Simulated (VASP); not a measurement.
Wanted: the native input for a VASP 6.6.1 run.

| Property | Result |
| --- | --- |
| Task | single point |
| Functional | PBE |
| Potentials or basis | VASP PAW PBE potentials, release 64 (Al, Ru_pv) |
| Cutoff | 520 eV |
| k mesh | 6 × 6 × 1 |
| Occupations | fermi-dirac, width 0.15 eV |
| Spin | no spin polarisation |
| Dipole correction | yes |
| Further INCAR settings | ALGO = Normal; EDIFF = 1e-06; NBANDS = 25 |

The structure of AlRu lies in POSCAR:

```
AlRu
1.0
    2.9916000000      0.0000000000      0.0000000000
    0.0000000000      2.9916000000      0.0000000000
    0.0000000000      0.0000000000     23.4874000000
Al Ru
2 2
Direct
    0.0000000000      0.0000000000      0.4044721851
    0.0000000000      0.0000000000      0.5318426050
    0.5000000000      0.5000000000      0.4681573950
    0.5000000000      0.5000000000      0.5955278149
```

One way to write it, as run:

INCAR

```
ALGO     = Normal         # electronic algorithm
DIPOL    = 0.5 0.5 0.500
EDIFF    = 1E-6           # SCF threshold, eV
ENCUT    = 520            # plane-wave cutoff, eV
GGA      = PE             # functional
IDIPOL   = 3            
ISIF     = 2              # what is computed and relaxed
ISMEAR   = -1             # smearing method
LASPH    = T              # aspherical terms in the spheres
LCHARG   = T              # write CHGCAR
LDIPOL   = T            
LELF     = T              # ELF
LREAL    = F              # projectors in reciprocal space
LVACPOTAV= T            
LVHAR    = T            
LWAVE    = F              # write WAVECAR
NBANDS   = 25             # bands
NELM     = 100            # most SCF steps
PREC     = Accurate       # precision mode
SIGMA    = 0.15           # smearing width, eV
```

KPOINTS

```
k-points
0
Gamma
  6 6 1
```

Potentials or basis: VASP PAW PBE potentials, release 64 (Al, Ru_pv).

Run with:

```console
$ cat potpaw_PBE.64/Al/POTCAR potpaw_PBE.64/Ru_pv/POTCAR > POTCAR
$ mpirun -np 1 vasp_std > vasp.out
```

Results of the run:

```
Largest force                   : 1.153 eV/Å
Band gap on the k mesh          : none (metal or under the smearing width)
Work function of the upper face : 4.39 eV
Work function of the lower face : 3.41 eV
```

It took 79 s on 1 thread of Intel(R) Xeon(R) Platinum 8259CL CPU @ 2.50GHz (Skylake/Cascade Lake), on a shared host, peak memory 0.32 GiB.
